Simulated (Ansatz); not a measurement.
# Y2CF2 MXene bilayer (AA) in a perpendicular field, part 2 of 2

Aim: how the Y2CF2 MXene bilayer (AA) screens a field along its normal, and what the field does to its bands. A positive field points along +c.

Ansatz 0.2.0; plane-wave DFT, PBE-D3(BJ), Ansatz PAW (the session's first sound run).

So far, gap along the path (eV): step 3 (single point, field 0) 1.12; step 4 (field 0.1 V/Å) 1.02; step 5 (field -0.1 V/Å) 1.02; step 6 (field 0.5 V/Å) 0.442; step 7 (field -0.3 V/Å) 0.738.

### 11. Response, atoms relaxed

This step: plane-wave DFT, PBE-D3(BJ), Ansatz PAW; response to a field along the normal, atoms relaxed (Ansatz 0.2.0).

The same analysis on the two relaxed runs holds the ionic part too; their mesh is coarser, so small differences from the held value can come from that.

This step gave:

```
equivalent conductor thickness p/(ε₀AE) : 12.46 Å
```

Dipole of the cell against applied field:

| applied field (V/Å) | dipole of the cell (e·Å) |
| --- | --- |
| -0.1000 | -0.0769 |
| 0.1000 | 0.0769 |

The local field over applied field oscillates, so the rows of the table below give means over 1.63 Å (shorter at the two ends). Its distinct maxima (Å: value): 8.1: 0.924, 11.5: 0.0903, 13.2: 0.00995, 14.8: 0.813, 16.4: 0.00995, 18.0: 0.0902, 21.4: 0.924. Distinct minima: 7.4: 0.733, 10.6: -0.231, 12.4: -0.193, 13.6: -0.152, 16.0: -0.152, 17.1: -0.193, 18.9: -0.231, 22.2: 0.733.

Local field over the applied field, running mean. From the potentials at -0.1 and 0.1 V/Å; running mean over 2.5 Å. The local field over applied field by z; means over each step:

z (Å), local field over applied field and a bar from the least value:
```
     4.95      0.999 ##############################
     6.58      0.924 ############################
     8.21      0.696 ######################
     9.84     -0.025 ##
    11.47     -0.005 ##
    13.10     -0.088 
    14.73      0.409 ##############
    16.36     -0.078 
    17.99     -0.003 ##
    19.62     -0.045 #
    21.25      0.664 #####################
    22.88      0.910 ############################
    24.51      0.999 ##############################
```

The induced electron density oscillates, so the rows of the table below give means over 1 Å (shorter at the two ends). Its distinct maxima (Å: e/Å³ per V/Å): 8.7: 0.0550, 10.6: 0.0284, 13.6: 0.0625, 15.2: 0.0403, 17.1: 0.0282, 20.2: 0.0715. Distinct minima: 9.3: -0.0715, 12.4: -0.0282, 14.3: -0.0403, 16.0: -0.0625, 18.9: -0.0284, 20.8: -0.0550.

Electrons, planar mean, per unit field. The induced electron density by z; means over each step:

| z (Å) | induced electron density (e/Å³ per V/Å) |
| --- | --- |
| 5 | 3.0e-6 |
| 6 | 3.3e-5 |
| 7 | 4.3e-4 |
| 8 | 0.0107 |
| 9 | -0.00734 |
| 10 | -0.0173 |
| 11 | 0.0152 |
| 12 | -0.0140 |
| 13 | 0.0125 |
| 14 | 0.0105 |
| 15 | 0.0130 |
| 16 | -0.0393 |
| 17 | 0.0140 |
| 18 | 0.00108 |
| 19 | -0.0159 |
| 20 | 0.0453 |
| 21 | -0.0264 |
| 22 | -0.00226 |
| 23 | -1.3e-4 |
| 24 | -1.1e-5 |
| 25 | -1.2e-6 |

The induced dipole is that of a conductor 12.46 Å thick.

### 12. With spin-orbit coupling, k-mesh 12×12×1

This step: plane-wave DFT, PBE, fully relativistic PAW with spin-orbit coupling (Ansatz 0.2.0).

Heavy atoms split their bands by spin-orbit coupling, so this run uses fully relativistic files and two-component states.

Contents of input.yaml:

```yaml
crystal:
  lattice:
    - [3.5909093606, 0.0, 0.0]
    - [-1.7954546803, 3.109818729, 0.0]
    - [0.0, 0.0, 29.557692505]
  atoms:
    - { symbol: F, position: [0.3333333333, 0.6666666667, 0.3044892628] }
    - { symbol: "Y", position: [0.6666666667, 0.3333333333, 0.3437338961] }
    - { symbol: C, position: [0.0, 0.0, 0.3899332525] }
    - { symbol: "Y", position: [0.3333333333, 0.6666666667, 0.4359489666] }
    - { symbol: F, position: [0.6666666667, 0.3333333333, 0.4740220201] }
    - { symbol: F, position: [0.3333333333, 0.6666666667, 0.5259779799] }
    - { symbol: "Y", position: [0.6666666667, 0.3333333333, 0.5640510334] }
    - { symbol: C, position: [0.0, 0.0, 0.6100667475] }
    - { symbol: "Y", position: [0.3333333333, 0.6666666667, 0.6562661039] }
    - { symbol: F, position: [0.6666666667, 0.3333333333, 0.6955107372] }
kpoints:
  mp_grid: { grid: [12, 12, 1] }
  band_path:
    path: [[0, 0, 0], [0.5, 0, 0], [0.33333333, 0.33333333, 0], [0, 0, 0]]
    npoints: 16
hamiltonian:
  xc: pbe
  pseudopotentials: { kind: paw_fr }
magnetization:
  noncollinear: true
  spin_orbit: true
scf:
  occupations: { method: fermi_dirac, width: 0.02585 }
  convergence: { dr2_threshold: 1.0e-09 }
efield:
  axis: 3
  dipole_correction: true
  ramp_position: 0.97
  ramp_width: 0.06
  amplitude: 0
output:
  write_potential: true
  write_density: true
  volumetric_format: npy
```

Launch:

```console
$ ansatz run input.yaml --threads 4 --pin off --max-ram 6144MiB --backend cpu --events-out ev --progress --plain --runs-dir out
```

Run time: 78 s. Hardware: 4 threads of Intel Xeon 6975P-C (Granite Rapids), shared host; peak memory 3.2 GiB; 5.2 min of CPU time.

Read from the output:

| Item | Value |
| --- | --- |
| gap on the k-mesh | 1.118 eV |
| dipole along the normal | -7.68e-7 e·Å |
| gap along the path | 1.118 eV |
| smallest direct gap along the path | 1.279 eV |
| ionisation energy, upper face | 4.245 eV |
| electron affinity, upper face | 3.127 eV |
| gap, the smaller of path and mesh | 1.118 eV |

The electronic bands at the labelled points (eV, zero at the Fermi level of the run, which the smearing sets inside the gap):

| point | band 77 | band 78 | band 79 | band 80 | band 81 | band 82 | band 83 | band 84 |
| --- | --- | --- | --- | --- | --- | --- | --- | --- |
| Γ | -0.57 | -0.57 | -0.57 | -0.57 | 2.26 | 2.26 | 2.28 | 2.28 |
| halfway | -0.73 | -0.73 | -0.69 | -0.69 | 1.30 | 1.30 | 1.43 | 1.43 |
| M | -0.75 | -0.75 | -0.73 | -0.73 | 0.55 | 0.55 | 0.74 | 0.74 |
| halfway | -1.15 | -1.15 | -1.12 | -1.12 | 1.38 | 1.38 | 1.55 | 1.55 |
| K | -1.16 | -1.16 | -1.13 | -1.13 | 2.27 | 2.27 | 2.49 | 2.49 |
| halfway | -1.00 | -1.00 | -1.00 | -1.00 | 2.01 | 2.01 | 2.02 | 2.02 |
| Γ | -0.57 | -0.57 | -0.57 | -0.57 | 2.26 | 2.26 | 2.28 | 2.28 |

The gap is 1.12 eV, with the valence edge 4.24 eV and the conduction edge 3.13 eV under the upper vacuum level.

### 13. With spin-orbit coupling, k-mesh 12×12×1, field 0.3 V/Å

The same in a field along the normal.

Changes to input.yaml since step 12:

```diff
@@ -18,5 +18,3 @@
   mp_grid: { grid: [12, 12, 1] }
-  band_path:
-    path: [[0, 0, 0], [0.5, 0, 0], [0.33333333, 0.33333333, 0], [0, 0, 0]]
-    npoints: 16
+  band_path: { path: [[0, 0, 0], [0.12, 0, 0]], npoints: 24 }
 hamiltonian:
@@ -35,3 +33,3 @@
   ramp_width: 0.06
-  amplitude: 0
+  amplitude: 0.3
 output:
```

It took 66 s on 4 threads; peak memory 3.2 GiB.

Numbers from this step:

| Item | Value |
| --- | --- |
| dipole along the normal | 0.1881 e·Å |
| gap along the path | 1.911 eV |
| smallest direct gap along the path | 1.911 eV |
| gap, the smaller of path and mesh | 0.7345 eV |

The dipole is 0.188 e·Å, and the gap 0.735 eV.

### 14. Varying the input

This step: plane-wave DFT, PBE-D3(BJ), Ansatz PAW (Ansatz 0.2.0).

An input spoilt on purpose, to show how the run answers: it repeats the earlier run at 0.1 V/Å with crystal.atoms[0].spin to 2.0, and scf.max_iter set to 50.

Changes to input.yaml since step 13:

```diff
@@ -6,3 +6,3 @@
   atoms:
-    - { symbol: F, position: [0.3333333333, 0.6666666667, 0.3044892628] }
+    - { symbol: F, position: [0.3333333333, 0.6666666667, 0.3044892628], spin: 2.0 }
     - { symbol: "Y", position: [0.6666666667, 0.3333333333, 0.3437338961] }
@@ -17,13 +17,13 @@
 kpoints:
-  mp_grid: { grid: [12, 12, 1] }
-  band_path: { path: [[0, 0, 0], [0.12, 0, 0]], npoints: 24 }
+  mp_grid: { grid: [18, 18, 1] }
+  band_path:
+    path: [[0, 0, 0], [0.5, 0, 0], [0.33333333, 0.33333333, 0], [0, 0, 0]]
+    npoints: 16
 hamiltonian:
   xc: pbe
-  pseudopotentials: { kind: paw_fr }
-magnetization:
-  noncollinear: true
-  spin_orbit: true
+  dispersion: d3bj
 scf:
   occupations: { method: fermi_dirac, width: 0.02585 }
-  convergence: { dr2_threshold: 1.0e-09 }
+  convergence: { dr2_threshold: 1.0e-10 }
+  max_iter: 50
 efield:
@@ -33,3 +33,3 @@
   ramp_width: 0.06
-  amplitude: 0.3
+  amplitude: 0.1
 output:
```

It took 0.02 s on 4 threads; peak memory 0.058 GiB; 0.02 s of CPU time.

The program refused the input before any cycle.

The program's message: “Error: inconsistent input (magnetization.spin_polarized): false but per-atom `spin:`, `per_species`, `initial_magnetization`, `magnetic_field`, or `spin_locking` is set”

The fault put into the input: a moment without spin polarisation.

### 15. Varying the input: scf.mixing.preconditioner = "local_kerker"

Another changed input: it repeats the earlier run at 0.1 V/Å with scf.mixing.preconditioner to local_kerker.

Changes to input.yaml since step 14:

```diff
@@ -6,3 +6,3 @@
   atoms:
-    - { symbol: F, position: [0.3333333333, 0.6666666667, 0.3044892628], spin: 2.0 }
+    - { symbol: F, position: [0.3333333333, 0.6666666667, 0.3044892628] }
     - { symbol: "Y", position: [0.6666666667, 0.3333333333, 0.3437338961] }
@@ -27,3 +27,3 @@
   convergence: { dr2_threshold: 1.0e-10 }
-  max_iter: 50
+  mixing: { preconditioner: local_kerker }
 efield:
```

Elapsed: 19 s, on 4 threads; peak memory 1.2 GiB.

This step gave:

| Property | Result |
| --- | --- |
| gap on the k-mesh | 1.017 eV |
| dipole along the normal | 0.06265 e·Å |
| gap along the path | 1.017 eV |
| smallest direct gap along the path | 1.186 eV |
| gap, the smaller of path and mesh | 1.017 eV |

Electronic bands along the path, in eV, zero at the Fermi level of the run, which the smearing sets inside the gap:

| point | band 37 | band 38 | band 39 | band 40 | band 41 | band 42 | band 43 | band 44 |
| --- | --- | --- | --- | --- | --- | --- | --- | --- |
| Γ | -0.67 | -0.67 | -0.52 | -0.52 | 2.05 | 2.45 | 2.46 | 2.46 |
| halfway | -1.53 | -1.36 | -0.81 | -0.65 | 1.25 | 1.45 | 2.68 | 2.96 |
| M | -1.23 | -1.07 | -0.84 | -0.69 | 0.50 | 0.75 | 3.65 | 3.99 |
| halfway | -1.36 | -1.24 | -1.20 | -1.08 | 1.33 | 1.56 | 3.35 | 3.70 |
| K | -1.70 | -1.68 | -1.24 | -1.09 | 2.23 | 2.49 | 3.20 | 3.31 |
| halfway | -1.50 | -1.34 | -1.09 | -0.94 | 1.95 | 1.96 | 2.13 | 2.19 |
| Γ | -0.67 | -0.67 | -0.52 | -0.52 | 2.05 | 2.45 | 2.46 | 2.46 |

| quantity | this run | earlier run | difference |
| --- | --- | --- | --- |
| dipole along the normal (e·Å) | 0.06265 | 0.06265 | 8.0e-7 |
| gap along the path (eV) | 1.017 | 1.017 | 0 |
| smallest direct gap along the path (eV) | 1.186 | 1.186 | 1.0e-6 |
| gap on the k-mesh (eV) | 1.017 | 1.017 | 1.1e-6 |

Nothing in the table moves by 0.01 in its unit (for the dipole 0.5 % and 5e-5 e·Å). The run took 18 SCF cycles against 17.

The path shows an indirect gap of 1.02 eV (valence top at Γ, conduction bottom at M). The least direct gap is 1.19 eV.

### 16. What came out

```json
{
 "gap without field": "1.12 eV",
 "ionisation energy, upper face": "4.25 eV",
 "electron affinity, upper face": "3.13 eV",
 "equivalent conductor thickness, atoms held": "10.2 Å",
 "equivalent conductor thickness, atoms relaxed": "12.5 Å"
}
```

What this shows: The induced dipole equals that of a perfect conductor 10.15 Å thick, while the outer atoms lie 11.56 Å apart; an out-of-plane ε follows only once a thickness t is chosen, by 1 − 1/ε = 10.15 Å / t. The gap goes from 1.12 eV to 0.44 eV at 0.5 V/Å. Letting the atoms follow the field adds 2.30 Å to the equivalent conductor thickness: the ionic part of the response. With the field reversed it is 0.74 eV at -0.3 V/Å. Semilocal functionals give gaps that are too small, and excitons are not included. The field series itself is without spin-orbit coupling. The MXene's terminations sit over the metal atoms of its far layer; the site over carbon or nitrogen, which some compounds prefer, was not run.

[Long decimals in the printed logs are rounded to 6 places.]

[Logs are printed without paths, hosts, clocks, repeated set-up lines and the standing remarks that a program may print on its own settings, such as how far it seeks lower states.]

[Hosts, paths, dates, database ids (printed as entryN), source tags and the programs' standing remarks are cut or masked in the printed files.]

[Maps of the electrostatic potential energy from Ansatz leave out the sawtooth potential of an applied field or a dipole correction, so their vacuum need not be flat; planar profiles and work functions include it.]
